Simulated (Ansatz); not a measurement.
**WC: energy along a strain**

WC, Fm-3m, a = 4.380 Å. This isn't the usual stable structure of the compound. Ansatz: PBE, PAW, 420 eV, Γ-centred 24×24×24 mesh on 2 atoms, Gaussian smearing 0.15 eV; no spin polarisation. Cell vectors (Å): 0.000 2.190 2.190; 2.190 0.000 2.190; 2.190 2.190 0.000. The cell is strained by x per cent times the pattern (1 0 0 0 0 0) in the order xx yy zz yz xz xy (engineering shears), with fractional coordinates held. y is the free energy over the start, V0 = 10.504 Å³/atom.

| x (%) | y (meV/atom) |
| --- | --- |
| -4.00 | ? |
| -3.00 | 24.69 |
| -2.00 | 10.52 |
| 0.00 | 0.00 |
| 1.00 | 2.32 |
| 3.00 | 19.22 |
| 4.00 | 32.73 |

Question: Fit y = c2 x² + c3 x³ to the other rows, get the stiffness along the pattern, and predict the missing energy.

Answer: Least squares on the rows shown. y = 2.4417 x² − 0.099553 x³. The clamped-ion stiffness p·C·p = 2 × 24.42 eV × 160.2 / 10.504 Å³ = 745 GPa, which is C11 in these axes. At x = -4.00 the fit asked for gives 45.44 meV/atom. The run gave 45.84 meV/atom, so the fit is 0.40 meV/atom too low, 0.87 % of the span of the series, against an rms of 0.04 meV/atom on the fitted rows. The row lies outside the fitted range. With a term in x⁴ added, a fit to the same known rows predicts 45.70 meV/atom, so most of the miss is curvature that the known rows already hold.

Spin–orbit coupling is left out, which can shift energies with elements as heavy as these.

Cost: 7 runs of about 2.6 core-minutes in all, on Arm Neoverse V1 (shared hosts).